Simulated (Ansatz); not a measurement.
# MgGa₂O₄ (Fd-3m)

All numbers below come from DFT PBE, scalar-relativistic, plane waves, PAW in Ansatz.

Settings: cutoff 420 eV, Γ-centred mesh 6×6×6 on the computed 14-atom cell, Gaussian smearing of 0.02 eV; no spin polarisation.

The structure is relaxed at this level of theory with its symmetry kept. Whether it is the stable form of this composition wasn't checked.

```cif
data_structure
_symmetry_space_group_name_H-M 'Fd-3m:1'
_symmetry_Int_Tables_number 227
_cell_length_a 8.4494
_cell_length_b 8.4494
_cell_length_c 8.4494
_cell_angle_alpha 90.000
_cell_angle_beta 90.000
_cell_angle_gamma 90.000
_cell_volume 603.22
loop_
_atom_site_label
_atom_site_type_symbol
_atom_site_symmetry_multiplicity
_atom_site_Wyckoff_symbol
_atom_site_fract_x
_atom_site_fract_y
_atom_site_fract_z
_atom_site_occupancy
Mg1 Mg 8 a 0.50000 0.00000 0.50000 1
Ga1 Ga 16 d 0.37500 0.87500 0.12500 1
O1 O 32 e 0.11393 0.38607 0.11393 1
```

```
Space group                                                       : Fd-3m (No. 227)
Volume per atom                                                   : 10.77 Å³
Formation energy from the elements' standard states (uncorrected) : -2.108 eV/atom
Kohn–Sham band gap                                                : 3.13 eV
Löwdin character of the top 1 eV of the valence band              : O 2p 95 %
Löwdin character of the lowest 1 eV of the conduction band        : Ga 4s 29 %, O 2s 29 %, Mg 3s 21 %, O 2p 15 %
```

Cost: 1 run of about 2 core-minutes, on Intel Xeon Processor @ 2.50GHz (Skylake/Cascade Lake) (shared hosts).